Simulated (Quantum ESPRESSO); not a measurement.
Runs of Quantum ESPRESSO 7.5 on HfB2. The structure is hexagonal, space group P6/mmm (No. 191). The conventional cell has a = 3.140 Å, b = 3.140 Å, c = 3.480 Å, α = 90.00°, β = 90.00°, γ = 120.00°. Hf (site symmetry 6/mmm) is surrounded by 12 B at 2.51 Å. B (site symmetry -6m2) is surrounded by 3 B at 1.81 Å. 

```csv
level,U,mixing beta,gap on the mesh (eV),pressure (GPa)
PBEsol+U,Hf d U = 1 eV,0.3,none,-2.4
PBEsol+U,Hf d U = 6 eV,0.3,none,5.4
PBEsol+U,Hf d U = 5 eV,0.3,none,(b)
PBEsol+U,Hf d U = 2 eV,0.3,none,-1.0
PBEsol+U,Hf d U = 8 eV,0.3,none,(c)
PBEsol+U,Hf d U = 3 eV,0.3,none,0.5
PBEsol,-,0.5,none,(a)
PBEsol+U,Hf d U = 4 eV,0.3,none,2.0
```

Alike in all rows: task single point; potentials or basis GBRV 1.5 PBEsol; no spin polarisation; cell as given; k mesh 10 × 10 × 8; cutoff (eV) 612; smearing fermi-dirac 0.05 eV.

Question: Estimate the missing entries.

Answer: (a) -3.8; (b) 3.7; (c) 9.1.

Caveats: U without spin polarisation on a metal has little footing (some runs); the U is typed as a test and isn't derived for this compound (some runs).

A k mesh can miss the band edges, and the runs leave out spin-orbit coupling on Hf.

A gap of «none» marks a metal or a gap under the smearing width.
